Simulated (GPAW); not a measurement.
Te:

```
Te
1.0
     4.45400    0.00000    0.00000
    -2.22700    3.85728    0.00000
     0.00000    0.00000    5.92400
Te
3
Direct
  0.73100 0.73100 0.00000
  0.00000 0.26900 0.66667
  0.26900 0.00000 0.33333
```

| Quantity | Value |
| --- | --- |
| Program | GPAW 26.7.0 |
| Task | relaxation of cell and atoms |
| Functional | RPBE |
| Dispersion | D4 |
| Potentials or basis | the program's PAW data sets (release 1.2.1) made for this functional |
| Cutoff | 600 eV |
| Basis | pw |
| k mesh | 7 × 7 × 5 |
| Occupations | fermi-dirac, width 0.05 eV |
| Spin | no spin polarisation |

At the start: pressure -2.2 GPa; volume 33.93 Å³/atom.

Question: How do energy, volume and symmetry change on relaxing?

Answer: Over 12 steps the energy falls by 39.5 meV/atom and the volume is 30.49 Å³/atom (-10.1 %); space group P3_121 (No. 152, to 0.05 Å).

Step by step:
```
step  energy change (eV)  largest force (eV/Å)  pressure (GPa)  volume (Å³)
   1              0.0000                0.1600           -2.18       101.78
   2             -0.0100                0.1799           -1.96       101.11
   3             -0.0664                0.3607            1.23        93.35
   4             -0.0736                0.3093            0.78        93.88
   5             -0.1000                0.0980           -0.23        94.06
   6             -0.1109                0.0091           -0.24        92.82
   7             -0.1129                0.0456           -0.04        91.95
   8             -0.1133                0.0511           -0.01        91.78
   9             -0.1151                0.0603            0.06        91.35
  10             -0.1169                0.0525            0.06        91.16
  11             -0.1182                0.0243            0.03        91.27
  12             -0.1186                0.0026            0.01        91.48
```

Final structure:
```
Te
1.0
     4.19697    0.00001    0.00001
    -2.09847    3.63469   -0.00001
     0.00002   -0.00001    5.99715
Te
3
Direct
  0.70690 0.70690 0.00000
  0.00000 0.29310 0.66667
  0.29310 0.00000 0.33333
```

Caveat: later steps reuse the first step's grids; the volume moved by -10 % from the deposited cell, more than functionals usually miss.
